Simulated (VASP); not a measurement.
Output of a VASP run:

File OSZICAR:
```
       N       E                     dE             d eps       ncg     rms          rms(c)
DAV:   1     0.956655511331E+01    0.95666E+01   -0.20370E+03   576   0.447E+02
DAV:   2    -0.784211056390E+01   -0.17409E+02   -0.17082E+02   800   0.714E+01
DAV:   3    -0.816000576894E+01   -0.31790E+00   -0.31790E+00   696   0.128E+01
DAV:   4    -0.816222523692E+01   -0.22195E-02   -0.22195E-02   824   0.132E+00
DAV:   5    -0.816224076308E+01   -0.15526E-04   -0.15526E-04   712   0.764E-02    0.346E+00
DAV:   6    -0.808932234175E+01    0.72918E-01   -0.10686E-01   584   0.156E+00    0.216E+00
DAV:   7    -0.806772167512E+01    0.21601E-01   -0.10143E-01   600   0.170E+00    0.451E-01
DAV:   8    -0.806889874664E+01   -0.11771E-02   -0.78310E-03   576   0.509E-01    0.115E-01
DAV:   9    -0.806932092628E+01   -0.42218E-03   -0.69281E-04   624   0.172E-01    0.315E-02
DAV:  10    -0.806934875019E+01   -0.27824E-04   -0.29827E-05   808   0.329E-02    0.193E-02
DAV:  11    -0.806938362392E+01   -0.34874E-04   -0.66491E-05   608   0.538E-02    0.199E-03
DAV:  12    -0.806938401367E+01   -0.38975E-06   -0.35490E-07   632   0.448E-03
   1 F= -.80693840E+01 E0= -.80693840E+01  d E =-.192321E-15
```

File OUTCAR:
```
------------------------ aborting loop because EDIFF is reached ----------------------------------------
  FORCE on cell =-STRESS in cart. coord.  units (eV):
  Direction    XX          YY          ZZ          XY          YZ          ZX
  --------------------------------------------------------------------------------------
  Total        0.5334149      0.5382805      0.5238210     -0.2893947     -0.1704183      0.0395918
  in kB       14.4480136     14.5798051     14.1881550     -7.8385105     -4.6159303      1.0723790
  external PRESSURE =      14.4053246 kB  Pullay stress =       0.0000000 kB
  volume of cell :       59.15
      direct lattice vectors                 reciprocal lattice vectors
     0.000000000  3.092520000  3.092520000    -0.161680442  0.161680442  0.161680442
     3.092520000  0.000000000  3.092520000     0.161680442 -0.161680442  0.161680442
     3.092520000  3.092520000  0.000000000     0.161680442  0.161680442 -0.161680442
 POSITION                                       TOTAL-FORCE (eV/Angst)
 -----------------------------------------------------------------------------------
      3.10395      3.09087      0.01960        -0.187201      0.045217     -0.317351
      4.62735      4.64043      4.61918         0.187201     -0.045217      0.317351
 -----------------------------------------------------------------------------------
    total drift:                               -0.000018     -0.000009     -0.000022
  FREE ENERGIE OF THE ION-ELECTRON SYSTEM (eV)
  ---------------------------------------------------
  free  energy   TOTEN  =        -8.0693840137 eV

  energy  without entropy=       -8.0693840137  energy(sigma->0) =       -8.06938401
```
(Selected blocks of OUTCAR.)

POSCAR:
```
AlSb
1
    0.0000000000     3.0925200000     3.0925200000
    3.0925200000     0.0000000000     3.0925200000
    3.0925200000     3.0925200000     0.0000000000
Al Sb
1 1
Direct
  0.0010550000   0.0052840000  -0.0015870000
  0.7489450000   0.7447160000   0.7515870000
```

Task: Reconstruct the remaining input files.

Result: Several could match; the one computed here: the input of the run itself, PBE GGA, plane waves, VASP's PBE PAW potentials (set 64).

**KPOINTS**
```
Regular mesh
0
gamma
  4 4 4
0 0 0
```

### INCAR
```
# general
SYSTEM  = AlSb
PREC    = Accurate
ENCUT   = 300
LREAL   = .False.
LASPH   = .True.

# electronic loop
EDIFF   = 1E-6
NELM    = 100
ALGO    = Normal
LMAXMIX = 4

# smearing
ISMEAR  = 0
SIGMA   = 0.01

# functional
GGA     = PE

# ions
ISIF    = 2

# output
LWAVE   = .False.
LCHARG  = .False.
```

POTCAR, in this order: Al Sb (PBE.64 set). Program: vasp_std.

The structure comes from a computed database's AlSb entry; how it stands against other phases isn't given here. The cell was not relaxed at this level, atoms are displaced from their ideal sites. The k-mesh is coarse (spacing up to 0.44 per Å, 2π included), so the numbers may not be converged in it. The run is one of a series of settings (AEXX removed, HFSCREEN removed, ISYM removed, LHFCALC removed, PRECFOCK removed against the base run), some of them coarse on purpose.
